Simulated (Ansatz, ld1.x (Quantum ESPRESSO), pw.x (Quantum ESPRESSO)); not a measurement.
Pb (Z = 82): one change to the ultrasoft potential, in the atom and in the bcc crystal

* Element: Pb
* Generator: ld1.x (Quantum ESPRESSO) 7.5
* Type: ultrasoft
* Functional: PBE
* Relativity: scalar-relativistic
* Frozen core: [Xe] 4f14 5d10
* Valence charge: 4
* Reference configuration: 6s1 6p3
* Partial waves: 6s (bound): rcut 1.80, rcutus 2.20 bohr; 6s channel at 1.55 Ry: rcut 1.80, rcutus 2.20 bohr; 6p (bound): rcut 2.30, rcutus 3.00 bohr; 6p channel at 1 Ry: rcut 2.30, rcutus 3.00 bohr; 6d channel at -0.15 Ry: rcut 2.35, rcutus 3.10 bohr
* Local potential: all-electron potential smoothed inside 2.35 bohr (lloc = -2)
* Core correction: none
* Augmentation charge: PSQ, inside the norm-conserving radii

Change: core correction a·sin(br)/r model core inside 1.58 bohr.

Cutoffs, loose and tight: the cutoffs (Ry, on a coarse ladder) from which the occupation-weighted sum of valence levels, in a spherical-Bessel basis at the reference potential, stays within 10 and 1 mRy of its value at 400 Ry. They do not see the model core or the augmentation charge, which bear on the density cutoff. Test errors are all-electron minus pseudo excitation energies from the reference, over the configurations 6s2 6p2; 6s2 6p1; 6s2 6p0; 6s2 6p1.5; 6s1 6p0; 6s0 6p4; 6s1 6p2; variants that change the core or the reference have their own tests.

Crystal test: bcc Pb in pw.x 7.5, no spin, 12³ k-points, Fermi–Dirac smearing 0.01 Ry, cutoffs set for each file from its atomic test. The reference is all-electron LAPW (Ansatz 0.2.0) with the same functional, mesh and smearing; V0 and B0 come from Birch–Murnaghan fits to the pressures at five volumes. Errors are pseudo minus all-electron; Δ is the rms difference of the E(V) curves that follow from these fits, minima aligned, over ±6 % about the mean V0. Mesh and smearing are coarse, so the numbers serve the comparison and aren't converged zero-temperature values; the lattice is a test structure that the element need not adopt.

All-electron: a0 = 4.003 Å (V0 = 32.06 Å³/atom), B0 = 38.1 GPa.

Problem. Does the change bring the crystal closer to the all-electron result?

Solution. The mean pressure error goes from +0.32 to +0.64 GPa, so the change moves the solid further from the all-electron pressures. The B0 error goes the other way, from +1.2 to -0.9 %.

| quantity | base | changed |
| --- | --- | --- |
| outcome (atom) | generated | generated |
| cutoff, loose (atom) | 6 Ry | 6 Ry |
| cutoff, tight (atom) | 8 Ry | 8 Ry |
| bound ghosts (atom) | none | none |
| largest test error (meV) (atom) | +181 | -372 |
| cutoffs in pw.x (Ry) | 40/320 | 40/320 |
| a0 (Å) | 4.013 | 4.024 |
| a0 error (%) | +0.26 | +0.54 |
| B0 error (%) | +1.2 | -0.9 |
| Δ (meV/atom) | 2.2 | 4.3 |
| mean pressure error (GPa) | +0.32 | +0.64 |

Changed file: This is a poor potential for the solid. The atomic cutoffs weigh occupied waves only.
